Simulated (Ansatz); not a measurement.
Au: equation of state with HSE03

The system is Au.

```
Au
1.0
     0.00000    2.03500    2.03500
     2.03500    0.00000    2.03500
     2.03500    2.03500    0.00000
Au
1
Cartesian
  0.0000 0.0000 0.0000
```

```yaml
Program: Ansatz 0.2.0
Task: equation of state
Functional: HSE03
Potentials_or_basis: Ansatz PAW
Cutoff: 420 eV
Density_cutoff: 1680 eV
k_mesh: 6 × 6 × 6
Occupations: fermi-dirac, width 0.05 eV
Spin: no spin polarisation
```

```yaml
Equilibrium_volume: 17.75 Å³/atom
Bulk_modulus: 145 GPa
Pressure_derivative_of_the_bulk_modulus: "6.0 (rough: it moves with the points fitted)"
```

Energy against volume, from the lowest point:
```csv
volume (Å³/atom),energy (meV/atom)
15.843,119.58
16.181,76.94
16.518,45.09
16.855,22.49
17.192,8.10
17.529,0.81
17.866,0.00
```

All runs of the series together: 45 s on 2 threads of Arm Neoverse V1, with other jobs on the host.

Caveat: the k mesh is coarse (spacing up to 0.45 Å⁻¹), so the values aren't converged, least of all with exact exchange; the PAW data sets were made with another functional, which shifts forces and pressure a little. Zero-point motion and thermal expansion aren't in these numbers.
